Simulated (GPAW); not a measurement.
Set up this calculation in GPAW 26.7.0, as an ASE script.

- Task: equation of state
- Functional: PW91
- Potentials or basis: PAW data sets generated in the run's folder for this functional
- Cutoff: 600 eV
- Basis: pw
- k mesh: 11 × 11 × 11
- Occupations: fermi-dirac, width 0.05 eV
- Spin: no spin polarisation
- Maxiter: 150
- Eos scales: [0.94, 0.96, 0.98, 1.0, 1.02, 1.04, 1.06]

The structure of Au lies in Au.xyz:

```xyz
1
Lattice="0.0000000000 2.0350000000 2.0350000000 2.0350000000 0.0000000000 2.0350000000 2.0350000000 2.0350000000 0.0000000000" Properties=species:S:1:pos:R:3 pbc="T T T"
Au     0.0000000000      0.0000000000      0.0000000000
```

One way to write it, as run:

run.py

```python
from ase.eos import EquationOfState
from ase.io import Trajectory, read
from ase.units import GPa
from gpaw import GPAW, PW, setup_paths

setup_paths.insert(0, '.')

atoms = read('Au.xyz')

traj = Trajectory('eos.traj', 'w')
volumes, energies = [], []
for x in [0.94, 0.96, 0.98, 1.0, 1.02, 1.04, 1.06]:
    a = atoms.copy()
    a.set_cell(atoms.cell * x**(1 / 3), scale_atoms=True)
    calc = GPAW(mode=PW(600),
                xc='GGA_X_PW91+GGA_C_PW91',
                kpts={'size': (11, 11, 11), 'gamma': True},
                occupations={'name': 'fermi-dirac', 'width': 0.05},
                nbands=14,
                convergence={'density': 1e-05, 'energy': 1e-05},
                maxiter=150,
                txt=f'eos-{x:.2f}.txt')
    a.calc = calc
    energies.append(a.get_potential_energy(force_consistent=True))
    volumes.append(a.get_volume())
    p = -a.get_stress()[:3].mean() / GPa
    calc.write(f'eos-{x:.2f}.gpw')
    traj.write(a)
    print(f'{x:.2f} {volumes[-1]:10.4f} A^3 {energies[-1]:14.6f} eV {p:9.3f} GPa', flush=True)

v0, e0, B = EquationOfState(volumes, energies, eos='birchmurnaghan').fit()
print(f'V0 = {v0:.4f} A^3, E0 = {e0:.6f} eV, B0 = {B / GPa:.2f} GPa')
```

Potentials or basis: PAW data sets generated in the run's folder for this functional, pw.

Run with:

```sh
$ gpaw-setup -f GGA_X_PW91+GGA_C_PW91 Au
$ OMP_NUM_THREADS=1 python run.py
```

Results of the run:

The equilibrium volume is 18.23 Å³/atom (rough: see the caveat) and the bulk modulus is 139 GPa (rough).

Caveat: with this Au data set, volumes or pressures lay over 1.5 % or 2 GPa off other programs in two to four cells of ten; the minimum lies outside the volumes run.

Wall time 99 s on 1 thread of Intel(R) Xeon(R) Platinum 8259CL CPU @ 2.50GHz (Skylake/Cascade Lake) (shared host), peak memory 0.19 GiB.
